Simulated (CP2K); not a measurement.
Runs of CP2K 2026.2 on BAs. It takes space group F-43m (No. 216, cubic). The conventional cell has a = 4.777 Å, b = 4.777 Å, c = 4.777 Å, α = 90.00°, β = 90.00°, γ = 90.00°. As (site symmetry -43m) is surrounded by 4 B at 2.07 Å. B (site symmetry -43m) has 4 As at 2.07 Å as nearest neighbours. 

```csv
level,cutoff of the non-local correlation (Ry),gap on the mesh (eV),pressure (GPa)
optB88-vdW,300,1.34,4.5
PBE,-,1.21,3.6
BLYP,-,(b),7.6
AM05,-,1.08,2.3
LDA,-,1.03,2.4
MS2,-,1.78,(a)
```

Alike in all rows: task atomic charges; potentials or basis POTENTIAL_UZH As GTH-PBE-q5, B GTH-PBE-q3; TZVP-MOLOPT-PBE-GTH basis; no spin polarisation; cell as given; k mesh 10 × 10 × 10; smearing fermi-dirac 0.05 eV.

Problem. Estimate the missing entries.

Solution. (a) 1.7; (b) 1.47.

Caveats: the basis of atomic orbitals isn't converged, which shifts pressures, moduli and gaps; the potentials were made for another functional, which shifts forces and pressure (some runs).

A k mesh can miss the band edges, and the runs leave out spin-orbit coupling on As.
